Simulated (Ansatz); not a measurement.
Bulk crystal (ZrN) after relaxation:

```
CELL_PARAMETERS angstrom
0.00000 2.29733 2.29733
2.29733 0.00000 2.29733
2.29733 2.29733 0.00000
ATOMIC_POSITIONS crystal
Zr 0.00000 0.00000 0.00000
N 0.50000 0.50000 0.50000
```

Miller indices refer to the conventional cell of Fm-3m (No. 225), a = 4.595 Å, b = 4.595 Å, c = 4.595 Å, α = 90.00°, β = 90.00°, γ = 90.00°.

The (111) slab of 9 planes, 10.6 Å thick with 15 Å of vacuum as cut; outer planes Zr (top) and Zr (bottom).

These are results of DFT PBE, scalar-relativistic, plane waves, PAW (Ansatz), not measurements. Plane waves to 420 eV, a k mesh through Γ of 12×12×1 on the computed 9-atom cell and Gaussian smearing (0.10 eV); no spin polarisation. A dipole correction removes the field between periodic images along c.

The slab isn't stoichiometric (Zr5N4), so its surface energy depends on the chemical potentials; it is given with the excess atoms taken from the element's standard state, a limit at which the compound may itself be unstable, so the figure can be too low.

With the atoms at the bulk's places:

| Item | Value |
| --- | --- |
| Surface energy with the excess atoms taken from the elements | 1.90 J/m² |
| Work function | 4.38 eV |

(1) What changes when all atoms relax within this surface cell and its symmetry?

Spin polarisation was left out, and a magnetic state may lie lower.

Answers

(1) The energy falls by 0.059 J/m² a face, and the largest move is 0.06 Å.

For the relaxed slab, the surface energy with the excess atoms taken from the elements is 1.84 J/m². The work function is 4.38 eV.

| plane (bottom to top) | atoms | spacing to next, bulk (Å) | relaxed (Å) | change (%) |
| --- | --- | --- | --- | --- |
| 1 | Zr | 1.326 | 1.258 | -5.2 |
| 2 | N | 1.326 | 1.302 | -1.8 |
| 3 | Zr | 1.326 | 1.356 | +2.2 |
| 4 | N | 1.326 | 1.327 | +0.1 |
| 5 | Zr | 1.326 | 1.327 | +0.1 |
| 6 | N | 1.326 | 1.356 | +2.2 |
| 7 | Zr | 1.326 | 1.302 | -1.8 |
| 8 | N | 1.326 | 1.258 | -5.2 |
| 9 | Zr |  |  |  |